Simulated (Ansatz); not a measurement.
# Zr (P6_3/mmc) in Ansatz: notebook

One crystal, Zr, is run at these levels: PBE; tasks: single point, equation of state.

All numbers are computed with Ansatz 0.2.0; they aren't measurements. Logs are shortened: lines on timing, memory, paths and dates and some standing lists are left out, and cuts for length are marked.

## (1) The structure

It takes space group P6_3/mmc (No. 194, hexagonal). The conventional cell has a = 3.232 Å, b = 3.232 Å, c = 5.147 Å, α = 90.00°, β = 90.00°, γ = 120.00°. Zr (site symmetry -6m2) has 12 Zr at 3.18 to 3.23 Å as nearest neighbours.

## (2) Single point, PBE, 21.88 Å³/atom (volume scaled by 0.94)

Contents of input.yaml:

```yaml
crystal:
  lattice:
    - [3.1660223034, 0.0, 0.0]
    - [-1.5830111517, 2.7418557436, 0.0]
    - [0.0, 0.0, 5.0419297016]
  atoms:
    - { symbol: Zr, position: [0.6666666667, 0.3333333333, 0.75] }
    - { symbol: Zr, position: [0.3333333333, 0.6666666667, 0.25] }
hamiltonian:
  xc: pbe
  pseudopotentials: { kind: paw, source: jth }
kpoints:
  mp_grid: { grid: [9, 9, 5] }
scf:
  occupations: { method: fermi_dirac, width: 0.05 }
output:
  forces: true
  stress: true
  eigenvalues: true
```

Potentials or basis: JTH PAW.

Run with:

```
ansatz run input.yaml --threads 2 --pin off --max-ram 5632MiB --backend cpu --events-out ev --progress --plain --runs-dir out
```

What it wrote:

```text
Warning: the checks of this Zr dataset prove no rule for summing its radial tables, as where they were carried onto another mesh than they were made on, and Gregory's rule is taken, under which a leading mesh point left out moves its sums only by what lay on the interval it spanned. That does not make them correct, and they differ from Quantum ESPRESSO's on this file; a re-export a fraction of a mesh step off can move them. hamiltonian.pseudopotentials.radial_quadrature: simpson_from_first_knot sums it by `pw.x`'s rule; on a PAW file no value gives `pw.x`'s numbers. What more to know: hamiltonian.pseudopotentials.radial_quadrature, in the input reference
Warning: RAYON_NUM_THREADS=2 ignored (pool sized by the plan → 2); use --threads N
Engine: ansatz 0.2.0, aarch64-unknown-linux-gnu
Pseudopotentials: kind: paw
Pseudopotential: Zr, paw, valence charge 12, recommended cutoff 990 eV (normal), Zr.paw.azcp
Functional definition: PBE
  parameter kappa = 0.804
  parameter beta = 0.06672455060314922
  exchange = pbe_x(kappa = kappa, mu = beta*pi^2/3)
  correlation = pbe_c(beta = beta)
Crystal: 2 atoms, lattice volume = 43.768 Å³
Basis set: ecut = 990 eV, 3067 PW (Γ), exchange–correlation on 72×72×108 points (8 copies of the dense FFT grid, shifted against one another)
Bands: 16, of which v1, the nominal top of the filled ones, is band 12 counted from 1 (11 counted from 0)
Symmetry: 24 space group operations
Space group: P63/mmc (ITA 194), of the structure as read, at distance tolerance 3.5e-5 Å
k-points: 36 of 405
Non-local potential: Zr, projectors of the file, l = 0: 2, l = 1: 2, l = 2: 2
PAW form: soft (Blöchl's): semilocal exchange-correlation on the pseudo side does not see the compensation charge
PAW one-centre angular grid: Zr, 590 points (default); XC on 64 Gauss nodes
Initial density: superposition of atomic densities (chi_scale 0.1, normalization cell)
Initial wavefunctions: pseudopotential atomic-orbital guess
Functional: x = pbe(κ = 0.804, μ = 0.2195149727645171), c = pbe(β = 0.06672455060314922)
SCF iter   1: F=—  HF=-8360.216364 eV  |F-HF|=—  |Δ(HF+E_count)|=         —  Δρ=5.76e-2  dr2=1.91e0  ethr=3.10e-3  ⟨swp⟩=5.9  Hψ=3491  notcnv=0
preconditioner: auto → none  [metal: Δε(μ)=0.029 eV  Ē_g=3.551 eV  σ=0.050 eV  W_gap=0.14  n_scr=8 (ndim 8)  ℏωp=15.9 eV  f_vac=0.000  D(μ)=1.64/eV (n_scr^D=10)  sad-step TF]
SCF iter   2: F=—  HF=-8359.799844 eV  |F-HF|=—  |Δ(HF+E_count)|=   4.17e-1  Δρ=3.73e-2  dr2=7.73e-1  ethr=3.10e-3  ⟨swp⟩=2.8  Hψ=1207  notcnv=0
SCF iter   3: F=—  HF=-8359.536336 eV  |F-HF|=—  |Δ(HF+E_count)|=   2.64e-1  Δρ=3.32e-3  dr2=2.41e-3  ethr=3.10e-3  ⟨swp⟩=2.3  Hψ=1058  notcnv=0
SCF iter   4: F=—  HF=-8359.539378 eV  |F-HF|=—  |Δ(HF+E_count)|=   3.04e-3  Δρ=3.61e-4  dr2=6.11e-5  ethr=1.01e-5  ⟨swp⟩=2.3  Hψ=1003  notcnv=0
SCF iter   5: F=—  HF=-8359.539406 eV  |F-HF|=—  |Δ(HF+E_count)|=   2.83e-5  Δρ=5.37e-5  dr2=9.16e-7  ethr=2.55e-7  ⟨swp⟩=2.4  Hψ=908  notcnv=0
SCF iter   6: F=-8359.539406 eV  HF=-8359.539406 eV  |F-HF|=4.12e-9  |Δ(HF+E_count)|=   6.43e-9  Δρ=1.21e-5  dr2=1.62e-8  ethr=4.17e-10  ⟨swp⟩=7.8  Hψ=3562  notcnv=0
SCF 1 converged in 6 iterations: F = -8359.539406 eV  dr2 = 1.62e-8
SCF converged after 6 iterations
Free energy (F): -8359.539406 eV
Harris-Foulkes:  -8359.539406 eV  (|F-HF|=4.12e-9)
Internal energy: -8359.522426 eV  (E = F + TS)
E sigma→0 (E₀):  -8359.530916 eV
Entropy (-TS):   -0.016981 eV (-8.490 meV/atom)
Fermi energy:    14.884079 eV
--- Per-component energies (eV) ---
  E_band       = -171.734542
  E_kinetic    = 664.184328
  E_local      = -1735.366497  (includes V_loc(G=0)·N_el)
  E_nonlocal   = 709.392187
  E_hartree    = 394.274919
  E_xc         = -369.360826
  E_vxc        = -418.804800  (∫ρ·V_xc dr)
  E_paw        = -5881.797578  (= ΣΔE_a)
  E_vpaw       = -179.690546  (= ΣTr[D̂ρ^β])
  E_aug_tail   = -0.000003  (compensation charges beyond the density's cutoff)
  E_ewald      = -2140.848957
  E_smearing   = -0.016981  (= −TS)
  E_closure    = 0.000000  (closes the sum)
  Σ components = -8359.539406   (vs F -8359.539406, Δ=0.00e0)
--- Forces (eV/Å), atoms counted from 1 ---
  atom   1  Zr     0.00000000     0.00000000    -0.00000000
  atom   2  Zr    -0.00000000    -0.00000000     0.00000000
  max |Σ_I F_I| component: 0.00e0 eV/Å
--- Stress (GPa, compression-positive) ---
        6.542232       0.000000       0.000000
        0.000000       6.542232       0.000000
        0.000000       0.000000       8.003027
  P = ⅓ Tr σ = 7.0292 GPa (70.292 kbar)
--- Band table (eV; the first three rows and the last of 36) ---
  k-point 0: bands = ["-33.8552", "-33.6555", "-12.5006", "-11.4505", "-11.4505", "-11.2806", "-11.2806", "-11.2769", "9.1210", "11.6707", "15.7368", "15.7368", "15.9074", "16.2937", "16.4927", "16.4927"]
  k-point 1: bands = ["-33.8365", "-33.6750", "-12.3916", "-11.4345", "-11.4345", "-11.4028", "-11.2970", "-11.2970", "9.4738", "11.6658", "15.5907", "15.5907", "15.6393", "15.6859", "16.2402", "16.2402"]
  k-point 2: bands = ["-33.7872", "-33.7255", "-12.0992", "-11.7223", "-11.3923", "-11.3923", "-11.3398", "-11.3398", "10.3848", "11.3312", "14.9361", "15.0897", "15.5450", "15.5450", "15.8004", "15.8004"]
  k-point 35: bands = ["-33.6328", "-33.6328", "-12.2084", "-12.2084", "-12.0054", "-11.8840", "-11.4889", "-11.4889", "13.2812", "13.3359", "13.3359", "13.6590", "14.9172", "14.9172", "16.7789", "17.4437"]
```

Wall time 1.9 s (2 threads of Arm Neoverse V2, shared host); peak memory 0.38 GiB.

Results:

- Free energy: -8359.5394 eV
- Pressure: 7.0 GPa
- Band gap on the k mesh: none (metal or under the smearing width)

## (3) Single point, PBE, 22.35 Å³/atom (volume scaled by 0.96)

input.yaml: that of step 2 with these lines changed.

```diff
@@ -2,5 +2,5 @@
   lattice:
-    - [3.1660223034, 0.0, 0.0]
-    - [-1.5830111517, 2.7418557436, 0.0]
-    - [0.0, 0.0, 5.0419297016]
+    - [3.1883189697, 0.0, 0.0]
+    - [-1.5941594848, 2.7611652231, 0.0]
+    - [0.0, 0.0, 5.0774374186]
   atoms:
```

Potentials or basis: JTH PAW.

Run with:

```
ansatz run input.yaml --threads 2 --pin off --max-ram 5632MiB --backend cpu --events-out ev --progress --plain --runs-dir out
```

Wall time 2 s (2 threads of Arm Neoverse V2, shared host); peak memory 0.38 GiB.

Results (log left out):

| Item | Value |
| --- | --- |
| Free energy | -8359.5733 eV |
| Pressure | 4.7 GPa |
| Band gap on the k mesh | none (metal or under the smearing width) |

## (4) Single point, PBE, 22.82 Å³/atom (volume scaled by 0.98)

input.yaml: that of step 3 with these lines changed.

```diff
@@ -2,5 +2,5 @@
   lattice:
-    - [3.1883189697, 0.0, 0.0]
-    - [-1.5941594848, 2.7611652231, 0.0]
-    - [0.0, 0.0, 5.0774374186]
+    - [3.2103080712, 0.0, 0.0]
+    - [-1.6051540356, 2.7802083436, 0.0]
+    - [0.0, 0.0, 5.112455335]
   atoms:
```

Run with:

```
ansatz run input.yaml --threads 2 --pin off --max-ram 5632MiB --backend cpu --events-out ev --progress --plain --runs-dir out
```

Run time: 2 s. Hardware: 2 threads of Arm Neoverse V2, shared host; peak memory 0.39 GiB.

It converged, with:

```yaml
Free_energy: -8359.5939 eV
Pressure: 2.5 GPa
Band_gap_on_the_k_mesh: none (metal or under the smearing width)
```

## (5) Single point, PBE, 23.28 Å³/atom

input.yaml: that of step 4 with these lines changed.

```diff
@@ -2,5 +2,5 @@
   lattice:
-    - [3.2103080712, 0.0, 0.0]
-    - [-1.6051540356, 2.7802083436, 0.0]
-    - [0.0, 0.0, 5.112455335]
+    - [3.232, 0.0, 0.0]
+    - [-1.616, 2.798994105, 0.0]
+    - [0.0, 0.0, 5.147]
   atoms:
```

Run with:

```
ansatz run input.yaml --threads 2 --pin off --max-ram 5632MiB --backend cpu --events-out ev --progress --plain --runs-dir out
```

Run time: 2.1 s. Hardware: 2 threads of Arm Neoverse V2, shared host; peak memory 0.39 GiB.

Results (log left out):

* Free energy: -8359.6024 eV
* Pressure: 0.5 GPa
* Band gap on the k mesh: none (metal or under the smearing width)

## (6) Single point, PBE, 23.75 Å³/atom (volume scaled by 1.02)

input.yaml: that of step 5 with these lines changed.

```diff
@@ -2,5 +2,5 @@
   lattice:
-    - [3.232, 0.0, 0.0]
-    - [-1.616, 2.798994105, 0.0]
-    - [0.0, 0.0, 5.147]
+    - [3.2534045973, 0.0, 0.0]
+    - [-1.6267022986, 2.81753103, 0.0]
+    - [0.0, 0.0, 5.1810870861]
   atoms:
@@ -19 +19,5 @@
   eigenvalues: true
+  write_density: true
+  write_potential: true
+  elf: true
+  volumetric_format: npy
```

Potentials or basis: JTH PAW.

Run with:

```
ansatz run input.yaml --threads 2 --pin off --max-ram 5632MiB --backend cpu --events-out ev --progress --plain --runs-dir out
```

Run time: 2.9 s. Hardware: 2 threads of Arm Neoverse V2, shared host; peak memory 0.4 GiB.

It converged, with:

```
Free energy            : -8359.5997 eV
Pressure               : -1.4 GPa
Band gap on the k mesh : none (metal or under the smearing width)
```

## (7) Single point, PBE, 24.21 Å³/atom (volume scaled by 1.04)

input.yaml: that of step 6 with these lines changed.

```diff
@@ -2,5 +2,5 @@
   lattice:
-    - [3.2534045973, 0.0, 0.0]
-    - [-1.6267022986, 2.81753103, 0.0]
-    - [0.0, 0.0, 5.1810870861]
+    - [3.2745311931, 0.0, 0.0]
+    - [-1.6372655966, 2.8358271987, 0.0]
+    - [0.0, 0.0, 5.2147314515]
   atoms:
@@ -19,5 +19 @@
   eigenvalues: true
-  write_density: true
-  write_potential: true
-  elf: true
-  volumetric_format: npy
```

Run with:

```
ansatz run input.yaml --threads 2 --pin off --max-ram 5632MiB --backend cpu --events-out ev --progress --plain --runs-dir out
```

It took 2.1 s on 2 threads of Arm Neoverse V2, shared host; peak memory 0.39 GiB.

It converged, with:

```yaml
Free_energy: -8359.5868 eV
Pressure: -3.1 GPa
Band_gap_on_the_k_mesh: none (metal or under the smearing width)
```

## (8) Single point, PBE, 24.68 Å³/atom (volume scaled by 1.06)

input.yaml: that of step 7 with these lines changed.

```diff
@@ -2,5 +2,5 @@
   lattice:
-    - [3.2745311931, 0.0, 0.0]
-    - [-1.6372655966, 2.8358271987, 0.0]
-    - [0.0, 0.0, 5.2147314515]
+    - [3.2953886421, 0.0, 0.0]
+    - [-1.647694321, 2.8538902793, 0.0]
+    - [0.0, 0.0, 5.247947197]
   atoms:
```

Run with:

```
ansatz run input.yaml --threads 2 --pin off --max-ram 5632MiB --backend cpu --events-out ev --progress --plain --runs-dir out
```

Wall time 2.1 s (2 threads of Arm Neoverse V2, shared host); peak memory 0.39 GiB.

The run converged. Its results:

| Property | Result |
| --- | --- |
| Free energy | -8359.5644 eV |
| Pressure | -4.6 GPa |
| Band gap on the k mesh | none (metal or under the smearing width) |

## (9) Equation of state, PBE

Potentials or basis: JTH PAW.

This step only gathers the single runs of the series.

Results:

| Property | Result |
| --- | --- |
| Equilibrium volume | 23.40 Å³/atom |
| Bulk modulus at fixed shape and positions | 94 GPa |
| Pressure derivative of the bulk modulus | 3.2 |

Energy against volume, from the lowest point:
```
volume (Å³/atom)  energy (meV/atom)
          21.884              31.49
          22.350              14.56
          22.815               4.25
          23.281               0.00
          23.746               1.34
          24.212               7.81
          24.678              19.00
```

Caveat: the cell was scaled at fixed shape and fractional positions, which overstates the stiffness of a crystal with free parameters, most of all of layers and chains.
